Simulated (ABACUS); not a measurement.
Crystal: Pb.

```
Pb
1.0
     0.00000    2.47502    2.47502
     2.47502    0.00000    2.47502
     2.47502    2.47502    0.00000
Pb
1
Direct
  0.00000 0.00000 0.00000
```

```yaml
Program: ABACUS 3.10.1
Task: relaxation of cell and atoms
Functional: rPW86PBE
Potentials_or_basis: SG15 ONCV 1.2 PBE
Cutoff: 857 eV
Density_cutoff: 3429 eV
Basis: plane waves
k_mesh: 7 × 7 × 7
Occupations: fermi-dirac, width 0.05 eV
Spin: no spin polarisation
```

At the start: pressure 5.6 GPa; volume 30.32 Å³/atom.

Task: Where does the relaxation end?

Result: Over 3 steps the energy falls by 58.2 meV/atom and the volume is 34.03 Å³/atom (+12.2 %); space group Fm-3m (No. 225, to 0.05 Å).

The path:
| step | energy change (eV) | largest force (eV/Å) | pressure (GPa) | volume (Å³) |
| --- | --- | --- | --- | --- |
| 1 | 0.0000 | 0.0000 | 5.56 | 30.32 |
| 2 | -0.0527 | 0.0000 | -1.29 | 35.37 |
| 3 | -0.0582 | 0.0000 | 0.02 | 34.03 |

Final structure:
```cif
data_structure
_symmetry_space_group_name_H-M 'P 1'
_symmetry_Int_Tables_number 1
_cell_length_a 3.6374
_cell_length_b 3.6374
_cell_length_c 3.6374
_cell_angle_alpha 60.000
_cell_angle_beta 60.000
_cell_angle_gamma 60.000
_cell_volume 34.03
loop_
_atom_site_label
_atom_site_type_symbol
_atom_site_fract_x
_atom_site_fract_y
_atom_site_fract_z
_atom_site_occupancy
Pb1 Pb 0.00000 0.00000 0.00000 1
```

Caveat: the potentials were made for another functional, which shifts forces and pressure; the volume moved by +12 % from the deposited cell, more than functionals usually miss.
